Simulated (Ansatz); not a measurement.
The parent structure is KBr in the rock salt structure (space group Fm-3m, No. 225; a = 6.705 Å).

(Cell as relaxed with PBE.)

Levels (all Ansatz, a quantum-chemistry and plane-wave program, PAW): PBE (420 eV, no spin-orbit coupling); r2SCAN (500 eV, no spin-orbit coupling).

Each level relaxes its own structure.

```json
[
 {"quantity": "volume per atom", "PBE": "37.68 Å³", "r2SCAN": "36.07 Å³"},
 {"quantity": "lattice parameter a", "PBE": "6.705 Å", "r2SCAN": "6.608 Å"},
 {"quantity": "band gap", "PBE": "4.31 eV", "r2SCAN": "5.07 eV"},
 {"quantity": "gap character", "PBE": "direct at Γ", "r2SCAN": "direct at Γ"},
 {"quantity": "electron mass", "PBE": "0.39 mₑ", "r2SCAN": "0.39 mₑ"}
]
```

PBE's volume per atom lies 1.61 Å³ above r2SCAN's (4.5 %); PBE's lattice parameter a lies 0.097 Å above r2SCAN's (1.5 %); PBE's band gap lies 0.76 eV below r2SCAN's; the two agree on the gap character and electron mass. Neither level is exact; r2SCAN is the comparison here, not a measurement.

Masses are band curvatures over ±0.01 Å⁻¹ around the edge. No phonon test of stability was made.
